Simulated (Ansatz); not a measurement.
A relaxation computed with Ansatz, from input to last step.

```yaml
crystal:
  lattice:
    - [-3.4579438854, 3.4579438854, 1.9880174127]
    - [3.4579438854, -3.4579438854, 1.9880174127]
    - [3.4579438854, 3.4579438854, -1.9880174127]
  atoms:
    - { symbol: Si, position: [0.1781691593, 0.1781691593, 0.3563383186] }
    - { symbol: Si, position: [0.8218308407, 0.8218308407, 0.6436616814] }
    - { symbol: Si, position: [0.1781691593, 0.8218308407, 0.0] }
    - { symbol: Si, position: [0.8218308407, 0.1781691593, 0.0] }
basis:
  ecutwfc: 420
kpoints:
  mp_grid: { grid: [10, 10, 10] }
hamiltonian:
  xc: pbe
scf:
  occupations: { method: gaussian, width: 0.01 }
output:
  forces: true
  stress: true
  eigenvalues: true
relax:
  adjacent_minimum: "off"
  f_tol: 0.01
  max_steps: 30
  cell: { stress_tol: 0.1, fix: [volume] }
```

```bash
ansatz run input.yaml --threads 1 --pin off --max-ram 2560MiB --backend cpu --events-out ev --progress --plain --runs-dir out
```

Level of theory: DFT PBE, scalar-relativistic, plane waves, PAW in Ansatz 0.2.0.

The volume is held at 1.1 times that of the relaxed cell.

Of 4 frames 3 are shown, positions in Å and forces in eV/Å; the SCF threshold varies from step to step. Steps run on the plane waves of an earlier cell, with a Pulay correction in the pressure. The basis is chosen afresh for the last frame, the zero of the energies, and at times for earlier ones too; energy and pressure step there, also at an unchanged geometry.

```xyz
4
Lattice="-3.4579 3.4579 1.9880 3.4579 -3.4579 1.9880 3.4579 3.4579 -1.9880" Properties=species:S:1:pos:R:3:forces:R:3 pbc="T T T" step=1 free_energy_over_end_meV_per_atom=0.07 pressure_GPa=-6.30
Si    1.2322    1.2322    0.0000   -0.0336   -0.0336    0.0000
Si    2.2257    2.2257    1.9880    0.0336    0.0336    0.0000
Si    2.2257   -2.2257    1.9880    0.0336   -0.0336    0.0000
Si   -2.2257    2.2257    1.9880   -0.0336    0.0336    0.0000
4
Lattice="-3.4631 3.4631 1.9821 3.4631 -3.4631 1.9821 3.4631 3.4631 -1.9821" Properties=species:S:1:pos:R:3:forces:R:3 pbc="T T T" step=2 free_energy_over_end_meV_per_atom=0.05 pressure_GPa=-6.26
Si    1.2311    1.2311    0.0000    0.0112    0.0112    0.0000
Si    2.2320    2.2320    1.9821   -0.0112   -0.0112    0.0000
Si    2.2320   -2.2320    1.9821   -0.0112    0.0112    0.0000
Si   -2.2320    2.2320    1.9821    0.0112   -0.0112    0.0000
4
Lattice="-3.4600 3.4600 1.9857 3.4600 -3.4600 1.9857 3.4600 3.4600 -1.9857" Properties=species:S:1:pos:R:3:forces:R:3 pbc="T T T" step=4 free_energy_over_end_meV_per_atom=0.00 pressure_GPa=-6.27
Si    1.2311    1.2311    0.0000   -0.0014   -0.0014    0.0000
Si    2.2289    2.2289    1.9857    0.0014    0.0014    0.0000
Si    2.2289   -2.2289    1.9857    0.0014   -0.0014    0.0000
Si   -2.2289    2.2289    1.9857   -0.0014    0.0014    0.0000
```

Time: 33 s on 1 thread of Intel(R) Xeon(R) Processor @ 2.70GHz, on a shared host, peak memory 0.45 GiB.